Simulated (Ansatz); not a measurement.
**Point defect: C on an O site in CO$_{2}$**

All numbers below come from DFT PBE+D3(BJ), scalar-relativistic, plane waves, PAW (Ansatz 0.2.0). (420 eV cutoff, 2×2×2 k-mesh, Gaussian smearing of 0.01 eV, no spin polarisation)

Host crystal, relaxed:

```
CELL_PARAMETERS angstrom
2.79557 -2.51334 0.00000
2.79557 2.51334 0.00000
0.00000 0.00000 6.74304
ATOMIC_POSITIONS crystal
C 0.00000 0.00000 0.00000
C 0.50000 0.50000 0.50000
O 0.81328 0.18672 0.89662
O 0.18672 0.81328 0.10338
O 0.68672 0.31328 0.39662
O 0.31328 0.68672 0.60338
```

Supercell of 48 atoms, rows in host cell vectors: 2 -2 0; 0 -2 -1; 2 0 -1. Atoms relax at the host's cell, keeping the symmetry that the supercell leaves at the site. The cell is small, so energies carry finite-size errors of tenths of an eV. The host's Kohn–Sham gap is 6.53 eV. Atoms are taken from and returned to the elements' standard states.

Defect: C on an O site set at (0.813, 0.187, 0.897) of the host cell. Before relaxation its nearest neighbours are 1 C at 1.17 Å.

```tsv
charge	E_f at the valence band top (eV)	moment (μB)	largest move (Å)	atoms near the site
0	8.76	0.00	0.19	1 C at 1.36 Å, 1 O at 2.53 Å
```